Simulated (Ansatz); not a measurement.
**TiSi in Ansatz: the effect of functional**

The system is TiSi.

```
CELL_PARAMETERS angstrom
1.80399 -2.10341 0.00000
1.80399 2.10341 0.00000
0.00000 0.00000 3.77840
ATOMIC_POSITIONS crystal
Ti 0.50000 0.50000 0.00000
Si 0.00000 0.00000 0.50000
```

The cell comes from a database or a generator and needn't be the stable form of this composition.

The cell isn't the ideal one: volume scaled by 0.98.

Alike in all runs:

| Item | Value |
| --- | --- |
| Program | Ansatz 0.2.0 |
| Task | single point |
| Potentials or basis | Ansatz PAW |
| k mesh | 10 × 10 × 7 |
| Occupations | fermi-dirac, width 0.05 eV |
| Spin | no spin polarisation |

```tsv
functional	cutoff	pressure (GPa)
LDA	420 eV (not typed: the program's choice for these potentials)	-5.3
PBEsol	420 eV (not typed: the program's choice for these potentials)	?
r2SCAN	500 eV (not typed: the program's choice for these potentials)	1.0
```

What does the run with functional PBEsol give?

Pressure -1.6 GPa.

Caveats: the PAW data sets come from PBE, with cores solved anew for the run's functional, which leaves a small shift of forces and pressure.
